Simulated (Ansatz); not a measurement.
## BN: from supercell energies to defect levels (N interstitial)

Theory: DFT PBE, scalar-relativistic, plane waves, PAW (Ansatz). (420 eV cutoff, 2×2×2 k-mesh, Gaussian smearing of 0.01 eV, collinear spin in charge 0, -2 alone)

Host crystal, relaxed:

```
B N
1.0
     2.51218    0.00000    0.00000
    -1.25609    2.17561    0.00000
     0.00000    0.00000    8.34316
B N
2 2
Cartesian
  0.0000 1.4504 2.0858
  1.2561 0.7252 6.2574
  0.0000 1.4504 6.2574
  1.2561 0.7252 2.0858
```

The N interstitial was set at (0.000, 0.000, 0.000) of the host cell, in a supercell of 48 sites (547 Å³), relaxed at fixed cell in each charge q. The host's Kohn–Sham gap is 4.40 eV and its static dielectric constant 4.4 (mean). For each charge: the supercell's free energy over the neutral one with q electrons exchanged at the valence band top, F(q) − F(0) + qE_v; the image-charge term; and the term that aligns the potential far from the defect with the host's.

```tsv
q	F(q) − F(0) + qE_v (eV)	image charge (eV)	alignment (eV)
0	0.000	0.000	0.000
-1	4.072	0.571	-0.213
-2	6.464	2.283	-0.588
```

Problem. Add the terms and find the levels between neighbouring charges, ε(q/q′) = [A(q′) − A(q)]/(q − q′), with and without the two corrections.

Solution. A(q): 0.000 eV for 0, 4.430 eV for -1, 8.159 eV for -2.
```
  level corrected (eV over E_v) uncorrected (eV)
 (0/-1)                     4.43              4.07
(-1/-2)                     3.73              2.39
```

As a check, a point charge in a simple cubic cell of this volume has q²αe²/(2εL) = 0.573 q² eV (e² = 14.40 eV Å, α = 2.837, L = 8.18 Å); the shape of the real cell and the anisotropy of ε can change it somewhat. The term grows as q², so it pushes donor levels down and acceptor levels up. The program doubts the alignment for q = -1, -2, so levels beside it are uncertain by about that term.

Problem. Which of these charges is lowest with the Fermi level at the valence band top, at mid-gap and at the conduction band bottom?

Solution. The line A(q) + qE_F that lies lowest gives the charge: 0 at E_F = 0.00 eV, 0 at E_F = 2.20 eV, -2 at E_F = 4.40 eV. The level (0/-1) lies above (-1/-2), so charge -1 is never the lowest: a negative-U pattern, with a direct (0/-2) level at 4.08 eV. (0/-1) falls outside this Kohn–Sham gap, so the change of charge isn't reached within it; the real gap is usually wider and may hold a localised level, while a level that comes from a carrier in the host's bands only marks the band edge and moves with it. In charge -1 the cell has partly filled levels, from a carrier spread over the host's bands, a defect level that the small cell broadens into a band, or a degenerate defect level that the symmetric start can't split, so the levels beside it are doubtful. Charges beyond those computed could lie lower near the band edges.

Problem. The neutral defect forms at 5.61 eV with atoms taken from and returned to the elements. What are the formation energies at those three Fermi levels, and what share of sites would hold the defect at 1200 K with E_F at mid-gap, if the host still stood at that temperature?

Solution. E_f = E_f(0) + A(q) + qE_F = 5.61, 5.61, 4.98 eV. In the dilute limit the share is exp(−E_f/k_BT) = exp(−5.614/0.1034) = 2.6×10⁻²⁴, leaving out degeneracy and vibrational entropy. This is the N-rich limit; a poorer supply of N, or a competing compound of it, raises E_f. The small cell and the narrow Kohn–Sham gap leave errors of tenths of an eV or more, which change the share by orders of magnitude.